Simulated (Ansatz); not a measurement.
Crystal: Hf.

```xyz
1
Lattice="-1.8050 1.8050 1.8050 1.8050 -1.8050 1.8050 1.8050 1.8050 -1.8050" Properties=species:S:1:pos:R:3 pbc="T T T"
Hf    0.0000    0.0000    0.0000
```

This isn't the form of Hf at room conditions, which is hcp.

| Item | Value |
| --- | --- |
| Program | Ansatz 0.2.0 |
| Task | relaxation of cell and atoms |
| Functional | revPBE |
| Potentials or basis | Ansatz PAW |
| Cutoff | 420 eV (not typed: the program's choice for these potentials) |
| k mesh | 10 × 10 × 10 |
| Occupations | fermi-dirac, width 0.05 eV |
| Spin | no spin polarisation |

At the start: volume 23.52 Å³/atom.

Problem. How do energy, volume and symmetry change on relaxing?

Solution. It ends after 5 steps and the volume is 22.78 Å³/atom (-3.1 %); space group Im-3m (No. 229, to 0.05 Å).

The path:
| step | energy change (eV) | largest force (eV/Å) | volume (Å³) |
| --- | --- | --- | --- |
| 1 | 0.0000 | 0.0000 | 23.52 |
| 2 | -0.0011 | 0.0000 | 22.12 |
| 3 | -0.0071 | 0.0000 | 22.81 |
| 4 | -0.0071 | 0.0000 | 22.78 |
| 5 | -0.0069 | 0.0000 | 22.78 |

Final structure:
```cif
data_structure
_symmetry_space_group_name_H-M 'P 1'
_symmetry_Int_Tables_number 1
_cell_length_a 3.0933
_cell_length_b 3.0933
_cell_length_c 3.0933
_cell_angle_alpha 109.471
_cell_angle_beta 109.471
_cell_angle_gamma 109.471
_cell_volume 22.78
loop_
_atom_site_label
_atom_site_type_symbol
_atom_site_fract_x
_atom_site_fract_y
_atom_site_fract_z
_atom_site_occupancy
Hf1 Hf 0.00000 0.00000 0.00000 1
```

Caveat: the plane-wave basis is chosen anew once the cell has moved, so the energies of steps on either side of that aren't comparable; the PAW data sets come from PBE, with cores solved anew for the run's functional, which leaves a small shift of forces and pressure.
